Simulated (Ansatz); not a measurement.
A generator proposed this cell of ZnS.

```yaml
crystal:
  lattice:
    - [2.90035, 0.00000, 0.00000]
    - [0.00000, 3.57872, 0.00000]
    - [0.00000, 0.00000, 4.00253]
  atoms:
    - { symbol: Zn, position: [0.50000, 0.00000, 0.50000] }
    - { symbol: S, position: [0.50000, 0.50000, 0.50000] }
```

All numbers below come from DFT PBE, scalar-relativistic, plane waves, PAW (Ansatz 0.2.0). Cutoff 420 eV; k points 6×6×4 on the computed 2-atom cell (Γ-centred); Gaussian smearing, width 0.10 eV; no spin polarisation.

Energies over the elements count from the elements' standard structures at the same level, with no fitted energy shifts.

Problem. How far from equilibrium is it?

Solution. The pressure is 52.3 GPa (the mean over three directions, positive in compression), the largest force is 0.00 eV/Å (symmetry fixes the atoms), and the energy is +1.72 eV/atom against the elements. The shortest distance is 1.79 Å.

Problem. Is it a good guess?

Solution. A poor one: relaxing gains about 1.6 eV/atom in 35 ionic steps and ends at +0.083 eV/atom on the finer mesh. The symmetry stays Pmmm (No. 47). The volume per atom grows by 223.2 %, from 20.8 to 67.1 Å³. The shortest distance goes from 1.79 Å (Zn–S) to 2.09 Å (Zn–S). Conventional cell: a = 4.176 Å, b = 5.610 Å, c = 5.732 Å. Zn has 2 S at 2.09 Å; around S lie 2 Zn at 2.09 Å.

The last run used an 8×6×6 mesh (in the run's order of axes) for its 2-atom cell and Gaussian smearing of 0.02 eV. No dispersion correction is applied, so the spacing and binding between layers, chains or molecules are poorly described. The reference form of S is held partly by dispersion forces, which this level lacks. The relaxation can't lower the symmetry of the start, and the grade says only how near the guess is to its own end. A structure relaxed within its symmetry needn't be a true minimum. Another cell of ZnS relaxed alike, in R3m (a Materials Project cell), lies 0.90 eV/atom lower, so this cell isn't the stable form at this level.
